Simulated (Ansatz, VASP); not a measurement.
# TaN in two plane-wave programs, part 2 of 2

Wanted: the spread between two codes on one cell, functional and k mesh. The cell is taken from a series of runs on this material, whose earlier steps may have relaxed, scaled, displaced or heated it; both programs get it as it stands.

VASP 6.6.1 and Ansatz 0.2.0.

So far: Starting point; VASP: relaxation of cell and atoms, r2SCAN with rVV10.

## 3. Ansatz: relaxation of cell and atoms, r2SCAN with rVV10

Level of this step: Ansatz beside VASP: Kohn-Sham DFT, plane waves, r2SCAN with rVV10 (Ansatz).

Ansatz runs on its default PAW (the set named soft_2) files.

The same cell, functional, mesh and smearing now go to Ansatz, which takes its cutoff from its data sets.

Contents of input.yaml:

```yaml
crystal:
  lattice:
    - [5.196, 0.0, 0.0]
    - [-2.598, 4.4998679981, 0.0]
    - [0.0, 0.0, 2.911]
  atoms:
    - { symbol: Ta, position: [0.3333333333, 0.6666666667, 0.5] }
    - { symbol: Ta, position: [0.6666666667, 0.3333333333, 0.5] }
    - { symbol: Ta, position: [0.0, 0.0, 0.0] }
    - { symbol: "N", position: [0.39285, 0.0, 0.0] }
    - { symbol: "N", position: [0.60715, 0.60715, 0.0] }
    - { symbol: "N", position: [0.0, 0.39285, 0.0] }
kpoints:
  mp_grid: { grid: [9, 9, 10] }
hamiltonian:
  xc: r2scan
  dispersion: rvv10
scf:
  occupations: { method: gaussian, width: 0.1 }
output:
  forces: true
  stress: true
  eigenvalues: true
relax:
  adjacent_minimum: "off"
  f_tol: 0.005
  max_steps: 60
  cell: { stress_tol: 0.03 }
```

On the command line:

```
$ ansatz run input.yaml --threads 4 --pin off --max-ram 16384MiB --backend cpu --events-out ev --progress --plain --runs-dir out
```

Numbers of over 12 decimals in the logs are rounded to 6 here.

Output:

```text
Engine: ansatz 0.2.0, aarch64-unknown-linux-gnu
Pseudopotentials: kind: paw
Pseudopotential: Ta, paw, valence charge 13, recommended cutoff 500 eV (meta_gga), Ta.paw.azcp
Pseudopotential: N, paw, valence charge 5, recommended cutoff 500 eV (meta_gga), N.paw.azcp
Functional definition: r2SCAN+rVV10
  parameter k0 = 0.174
  parameter k1 = 0.065
  parameter a1 = 4.9479
  exchange = r2scan_x(k0 = k0, k1 = k1, a1 = a1)
  correlation = r2scan_c + rvv10(11.95, 0.0093)
Crystal: 6 atoms, lattice volume = 68.063 Å³
Basis set: ecut = 500 eV, 1763 PW (Γ), exchange–correlation on 180×180×96 points (64 copies of the dense FFT grid, shifted against one another)
Bands: 33, of which v1, the nominal top of the filled ones, is band 27 counted from 1 (26 counted from 0)
Symmetry: 12 space group operations
Space group: P-62m (ITA 189), of the structure as read, at distance tolerance 4.1e-5 Å
k-points: 72 of 810 (time reversal used)
Non-local potential: Ta, projectors of the file, l = 0: 3, l = 1: 2, l = 2: 2, l = 3: 1
Non-local potential: N, projectors of the file, l = 0: 2, l = 1: 2, l = 2: 1
PAW form: soft (Blöchl's): semilocal exchange-correlation on the pseudo side does not see the compensation charge
rVV10 density: all electrons in the spheres
PAW frozen core: Ta, regenerated for the run's functional (the file was generated under x = pbe(κ = 0.804, μ = 0.219515), c = pbe(β = 0.066725))
PAW frozen core: N, regenerated for the run's functional (the file was generated under x = pbe(κ = 0.804, μ = 0.219515), c = pbe(β = 0.066725))
PAW one-centre angular grid: Ta, 590 points (default); XC on 160 Gauss nodes
PAW one-centre angular grid: N, 302 points (default); XC on 160 Gauss nodes
Initial density: superposition of atomic densities (neutral atoms: chi_scale 0, normalization atom), corrected by the library's trained network
Initial wavefunctions: pseudopotential atomic-orbital guess
Functional: x = r2scan, c = r2scan + rvv10(b = 11.95, C = 0.0093); τ floored in thin density (d = 2e-4 eV/Å³)
SCF iter   1: F=—  HF=-30986.507754 eV  |F-HF|=—  |Δ(HF+E_count)|=         —  Δρ=1.17e-2  dr2=7.24e-2  dr2_τ=4.44e-1  ethr=1.77e-3  ⟨swp⟩=5.8  Hψ=9978  notcnv=0
preconditioner: auto → Kerker (q_TF=auto, 2.625 Å⁻¹)  [metal: Δε(μ)=0.022 eV  Ē_g=10.179 eV  σ=0.100 eV  W_gap=0.12  n_scr=26 (ndim 8)  ℏωp=24.7 eV  f_vac=0.000  D(μ)=0.45/eV (n_scr^D=0)]
SCF iter   2: F=—  HF=-30986.739084 eV  |F-HF|=—  |Δ(HF+E_count)|=   2.31e-1  Δρ=8.21e-3  dr2=3.04e-2  dr2_τ=1.90e-3  ethr=1.34e-4  ⟨swp⟩=2.0  Hψ=4573  notcnv=0  defer=107
SCF iter   3: F=—  HF=-30986.748855 eV  |F-HF|=—  |Δ(HF+E_count)|=   9.77e-3  Δρ=3.50e-3  dr2=8.83e-3  dr2_τ=1.58e-3  ethr=5.62e-5  ⟨swp⟩=2.0  Hψ=3398  notcnv=0  defer=107
SCF iter   4: F=—  HF=-30986.747143 eV  |F-HF|=—  |Δ(HF+E_count)|=   1.71e-3  Δρ=8.58e-4  dr2=4.62e-4  dr2_τ=3.96e-5  ethr=1.64e-5  ⟨swp⟩=2.0  Hψ=3297  notcnv=0  defer=107
SCF iter   5: F=—  HF=-30986.747253 eV  |F-HF|=—  |Δ(HF+E_count)|=   1.10e-4  Δρ=2.45e-4  dr2=3.40e-5  dr2_τ=9.70e-7  ethr=8.56e-7  ⟨swp⟩=2.0  Hψ=3122  notcnv=0  defer=107
SCF iter   6: F=—  HF=-30986.747280 eV  |F-HF|=—  |Δ(HF+E_count)|=   2.71e-5  Δρ=3.63e-5  dr2=9.75e-7  dr2_τ=1.22e-7  ethr=6.29e-8  ⟨swp⟩=2.0  Hψ=3368  notcnv=0  defer=107
SCF iter   7: F=-30986.747280 eV  HF=-30986.747280 eV  |F-HF|=2.12e-8  |Δ(HF+E_count)|=   2.99e-7  Δρ=8.70e-6  dr2=3.04e-8  dr2_τ=5.01e-9  ethr=1.85e-10  ⟨swp⟩=9.5  Hψ=12370  notcnv=0
SCF 1 converged in 7 iterations: F = -30986.747280 eV  dr2 = 3.04e-8
  greatest PAW one-centre occupation: 0.998 electrons in one spin orbital (limit 2), on the Ta atom at site 2 (counted from 0), in its partial waves of l = 0
relax step   1: F+E_penalty+E_count = -30986.74728007 eV  Δ(F+E_penalty+E_count) = +0.000e0 eV  max|allowed force component| = 2.906e-2 eV/Å  Δτ_max = 0.0000 Å  P = -1.653 GPa  Ω = 68.063 Å³  (7 SCF iters, dr2 threshold 1.00e-7 eV, accepted)
[...]
relax step   2: F+E_penalty+E_count = -30986.74847076 eV  Δ(F+E_penalty+E_count) = -1.191e-3 eV  max|allowed force component| = 2.711e-2 eV/Å  Δτ_max = 0.0021 Å  P = +0.763 GPa  Ω = 67.599 Å³  energy of the carried Pulay correction = +2.313e-4 eV  (5 SCF iters, dr2 threshold 6.00e-7 eV, accepted)
[...]
relax step   3: F+E_penalty+E_count = -30986.74925733 eV  Δ(F+E_penalty+E_count) = -7.866e-4 eV  max|allowed force component| = 3.922e-3 eV/Å  Δτ_max = 0.0018 Å  P = +0.082 GPa  Ω = 67.716 Å³  energy of the carried Pulay correction = +1.729e-4 eV  (5 SCF iters, dr2 threshold 6.00e-7 eV, accepted)
[...]
relax step   4: F+E_penalty+E_count = -30986.74926892 eV  Δ(F+E_penalty+E_count) = -1.160e-5 eV  max|allowed force component| = 1.029e-3 eV/Å  Δτ_max = 0.0003 Å  P = -0.012 GPa  Ω = 67.737 Å³  energy of the carried Pulay correction = +1.621e-4 eV  (4 SCF iters, dr2 threshold 6.35e-8 eV, accepted)
[...]
relax step   5: F+E_penalty+E_count = -30986.74910010 eV  Δ(F+E_penalty+E_count) = +1.688e-4 eV  max|allowed force component| = 1.103e-3 eV/Å  Δτ_max = 0.0000 Å  P = -0.011 GPa  Ω = 67.737 Å³  stress off target by 1.69e-2 GPa  SCF on the basis re-selected at this cell (its energy is not comparable with the rows above)  (5 SCF iters)
basis re-selected at this cell: Δ(F+E_penalty+E_count) = +1.688e-4 eV, ΔP = +0.000 GPa vs the last step (what re-selecting the basis moved, of the pressure what is left beyond the Pulay correction that the steps carried, after the strain that the cell walked since its last selection, with what the two solves' SCF thresholds leave and, on support functions, any second-order correction that the steps lacked; it is no m [...]
SCF converged after 5 iterations
Free energy (F): -30986.749100 eV
Harris-Foulkes:  -30986.749100 eV  (|F-HF|=0.00e0)
Internal energy: -30986.746823 eV  (E = F + TS)
E sigma→0 (E₀):  -30986.747961 eV
Entropy (-TS):   -0.002277 eV (-0.380 meV/atom)
Fermi energy:    19.823790 eV
--- Per-component energies (eV) ---
  E_band       = -262.012376
  E_kinetic    = 1503.620144
  E_local      = -2022.199436  (includes V_loc(G=0)·N_el)
  E_nonlocal   = 179.325723
  E_hartree    = 688.006425
  E_xc         = -787.734983
  E_vxc        = -924.106830  (∫ρ·V_xc dr)
  E_paw        = -25656.810293  (= ΣΔE_a)
  E_vpaw       = -422.190623  (= ΣTr[D̂ρ^β])
  E_aug_tail   = 0.000183  (compensation charges beyond the density's cutoff)
  E_vtau       = 47.525646  (kinetic-family band-sum trace: ∫τ·v_τ [+ j·A + Jᵃ·Aᵃ] dr)
  E_ewald      = -4888.597052
  E_core_change = -2.357535  (= ΣΔE_core)
  E_smearing   = -0.002277  (= −TS)
  E_closure    = 0.000000  (closes the sum)
  Σ components = -30986.749100   (vs F -30986.749100, Δ=0.00e0)
--- Forces (eV/Å), atoms counted from 1 ---
  atom   1  Ta     0.00000000    -0.00000000     0.00000000
  atom   2  Ta     0.00000000     0.00000000     0.00000000
  atom   3  Ta    -0.00000000    -0.00000000     0.00000000
  atom   4  N     -0.00110291     0.00000000     0.00000000
  atom   5  N      0.00055146     0.00095515     0.00000000
  atom   6  N      0.00055146    -0.00095515     0.00000000
  max |Σ_I F_I| component: 3.01e-16 eV/Å
--- Stress (GPa, compression-positive) ---
       -0.016852      -0.000000       0.000000
       -0.000000      -0.016852       0.000000
        0.000000       0.000000       0.000191
  P = ⅓ Tr σ = -0.0112 GPa (-0.112 kbar)
--- Band table (eV; the first three rows and the last of 72) ---
  k-point 0: bands = [... 23 lower, 15.2030, 16.2174, 17.8170, 18.8344, 18.8344, 20.5630, 20.5630, 21.7239, ... 2 higher]
  k-point 1: bands = [... 23 lower, 14.6754, 16.5738, 18.3121, 18.4180, 18.4180, 21.0824, 21.0824, 21.8901, ... 2 higher]
  k-point 2: bands = [... 23 lower, 14.2405, 17.6698, 17.9409, 17.9409, 19.4477, 21.4431, 21.4431, 21.9901, ... 2 higher]
  k-point 71: bands = [... 23 lower, 15.4986, 17.1437, 17.1437, 17.9108, 22.4595, 22.4595, 22.4921, 22.6663, ... 2 higher]
--- Relaxed structure (4 steps of the walk, 4 accepted, 1 SCFs on fresh bases) ---
  F+E_penalty+E_count = -30986.74910010 eV   max|allowed force component| = 1.103e-3 eV/Å   (the final SCF, on the basis selected at the relaxed cell)
  cell:  # Å, volume = 67.7374 Å³
    - [5.189647, 0.0, 0.0]
    - [-2.594824, 4.494367, 0.0]
    - [0.0, 0.0, 2.904169]
  atoms:
    - { symbol: Ta, position: [0.333333, 0.666667, 0.500000] }
    - { symbol: Ta, position: [0.666667, 0.333333, 0.500000] }
    - { symbol: Ta, position: [0, 0, 0.0] }
    - { symbol: N, position: [0.392734, 0.0, 0.0] }
    - { symbol: N, position: [0.607266, 0.607266, 0.0] }
    - { symbol: N, position: [2.7755575615628914e-17, 0.392734, 0.0] }
```

The column dr2 measures how far the density is from self-consistency, as an energy; F and HF (Harris–Foulkes) agree once it is small.

## 4. Comparison

Known differences besides the potentials themselves: VASP keeps PBE cores, Ansatz makes them for the functional; the data sets hold 54 valence electrons in Ansatz (on its default PAW (the set named soft_2) files) and 48 in VASP; the cutoff is 500 eV in Ansatz and 660 eV in VASP; Ansatz adds a Pulay correction to the stress that steers its cell, VASP none. Total energies have different zeros and are not compared.

Both answers:

| quantity | Ansatz | VASP | difference |
| --- | --- | --- | --- |
| volume (Å³) | 67.74 | 68.20 | -0.68 % |
| edge a after relaxation, in the typed setting (Å) | 5.190 | 5.202 | -0.24 % |
| edge c after relaxation, in the typed setting (Å) | 2.904 | 2.910 | -0.20 % |

## 5. Summary of results

| Property | Result |
| --- | --- |
| difference in volume (relaxation of cell and atoms, r2SCAN with rVV10) | -0.68 % |

What this shows: The difference in volume is -0.68 % (relaxation of cell and atoms, r2SCAN with rVV10), within the 1.2 % picked in this series as the mark of a large difference, as far as the stopping tolerances let one tell. The data sets hold unlike numbers of valence electrons (54 in Ansatz and 48 in VASP), so part of the differences comes from the potentials. Such differences can come from data sets, numerical settings and the points named under the comparisons, not from the functional's error against experiment.

[Lines on the potential files, build, host, timing and source positions are cut from VASP's logs without a mark.]

[Logs are printed without paths, hosts, clocks, repeated set-up lines and the standing remarks that a program may print on its own settings, such as how far it seeks lower states.]

[Hosts, paths, dates, database ids (printed as entryN), source tags and the programs' standing remarks are cut or masked in the printed files.]
